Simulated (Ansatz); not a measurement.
A 2-atom cell of TlBr started from a crystallographic database (r2SCAN+rVV10 geometry), in Ansatz:

Space group Pm-3m (No. 221). a = 3.946 Å, b = 3.946 Å, c = 3.946 Å, α = 90.00°, β = 90.00°, γ = 90.00°
```tsv
atom	site	symmetry	x	y	z
Tl	1a	m-3m	0.0000	0.0000	0.0000
Br	1b	m-3m	0.5000	0.5000	0.5000
```

G0W0@PBE with 231 empty bands, a screening cutoff of 140 eV and a 4×4×4 mesh (PAW, contour deformation) gives 2.798 eV over the mesh points, from a PBE gap of 1.778 eV; it sums over 241 bands with 251 plane waves in the screening and a wave cutoff of 420 eV. G0W0 here is at a finite number of bands, screening cutoff and k mesh, not at the basis limit. Spin-unpolarised throughout; all numbers are computed.

(1) Estimate the gap with frequency model Godby-Needs pole.

(2) Estimate the gap with potentials of the kind norm-conserving.

(3) Estimate the gap with mesh 6×6×6, empty bands 99, screening cutoff 80 eV.

Results:

(1) 2.776 eV (-0.022 eV), from a Kohn-Sham gap of 1.778 eV.

(2) 2.728 eV (-0.070 eV), from a Kohn-Sham gap of 1.785 eV.

(3) 2.659 eV (-0.139 eV), from a Kohn-Sham gap of 1.784 eV.

Spin-orbit coupling is left out; in compounds of Pb, Bi, Tl or Hg it can lower a gap by up to about 1 eV, split its edges or invert the bands.

With a shallow d shell on the cation, G0W0 converges slowly in bands and cutoff, so these values are in doubt.
